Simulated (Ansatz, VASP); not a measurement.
Given: the input of a run of Ansatz 0.2.0 on TiSi2. The cell is a database's computed one, not the measured one.

File input.yaml:

```yaml
crystal:
  lattice:
    - [0.0, 4.1175163063, 4.2628978354]
    - [2.3895119538, 0.0, 4.2628978354]
    - [2.3895119538, 4.1175163063, 0.0]
  atoms:
    - { symbol: Ti, position: [0.75, 0.75, 0.75] }
    - { symbol: Ti, position: [0.5, 0.5, 0.5] }
    - { symbol: Si, position: [0.41256561, 0.08743439, 0.41256561] }
    - { symbol: Si, position: [0.08743439, 0.41256561, 0.08743439] }
    - { symbol: Si, position: [0.16256561, 0.83743439, 0.16256561] }
    - { symbol: Si, position: [0.83743439, 0.16256561, 0.83743439] }
hamiltonian:
  xc: blyp
  pseudopotentials: { kind: paw }
kpoints:
  mp_grid: { grid: [5, 5, 5] }
scf:
  occupations: { method: fermi_dirac, width: 0.05 }
output:
  forces: true
  stress: true
  eigenvalues: true
relax:
  f_tol: 0.01
  max_steps: 40
  cell: { stress_tol: 0.05 }
```

Potentials or basis: Ansatz PAW.

Run with:

```bash
$ ansatz run input.yaml --threads 2 --pin off --max-ram 5632MiB --backend cpu --events-out ev --progress --plain --runs-dir out
```

**Question.** Translate it to VASP 6.6.1. Potentials or basis there: PBE PAW files Si, Ti_sv, 600 eV.

**Answer.** As run (cutoffs and basis follow the program's own potentials, and thresholds, step limits or extra output files can differ):

INCAR

```
SYSTEM = TiSi2
AGGAC    = 1.0          
AGGAX    = 1.0          
ALDAC    = 0.0          
ALDAX    = 1.0          
ALGO     = Normal         ! electronic algorithm
EDIFF    = 1E-6           ! SCF threshold, eV
EDIFFG   = -0.01          ! ionic threshold
ENCUT    = 600            ! plane-wave cutoff, eV
GGA      = B5             ! functional
IBRION   = 2              ! ionic algorithm
ISIF     = 3              ! what is computed and relaxed
ISMEAR   = -1             ! smearing method
LASPH    = .True.         ! aspherical terms in the spheres
LCHARG   = .False.        ! write CHGCAR
LREAL    = .False.        ! projectors in reciprocal space
LWAVE    = .False.        ! write WAVECAR
NELM     = 80             ! most SCF steps
NSW      = 60             ! ionic steps
PREC     = Accurate       ! precision mode
SIGMA    = 0.05           ! smearing width, eV
```

KPOINTS

```
k-points
0
Gamma
  5 5 5
  0 0 0
```

The input POSCAR:

```
TiSi2
1.0
    0.0000000000      4.1175163063      4.2628978354
    2.3895119538      0.0000000000      4.2628978354
    2.3895119538      4.1175163063      0.0000000000
Ti Si
2 4
Direct
    0.7500000000      0.7500000000      0.7500000000
    0.5000000000      0.5000000000      0.5000000000
    0.4125656100      0.0874343900      0.4125656100
    0.0874343900      0.4125656100      0.0874343900
    0.1625656100      0.8374343900      0.1625656100
    0.8374343900      0.1625656100      0.8374343900
```

Potentials or basis: VASP PAW PBE potentials, release 64 (Ti_sv, Si).

Run with:

```console
$ cat potpaw_PBE.64/Ti_sv/POTCAR potpaw_PBE.64/Si/POTCAR > POTCAR
$ mpirun -np 1 vasp_std > vasp.out
```

Both were run:

|  | Ansatz | VASP |
| --- | --- | --- |
| Relaxed volume | 14.96 Å³/atom | 15.00 Å³/atom |
| Relaxed cell | a = 6.063 Å, b = 4.977 Å, c = 4.891 Å, α = 75.82°, β = 52.73°, γ = 51.45° | a = 6.068 Å, b = 4.981 Å, c = 4.896 Å, α = 75.81°, β = 52.72°, γ = 51.47° |
| Space group after relaxing | Fddd (No. 70) | Fddd (No. 70) |
| Pressure after relaxing | 0.0 GPa | 0.0 GPa |

Ansatz's pressure holds a Pulay term of +0.04 GPa for its cutoff of 420 eV, which the other run lacks.

Ansatz's potentials were made for PBE. VASP's potentials were made for PBE.

Where Ansatz's input types no cutoff or centring, it takes its own default and a Γ-centred mesh.

Pressure is positive in compression.
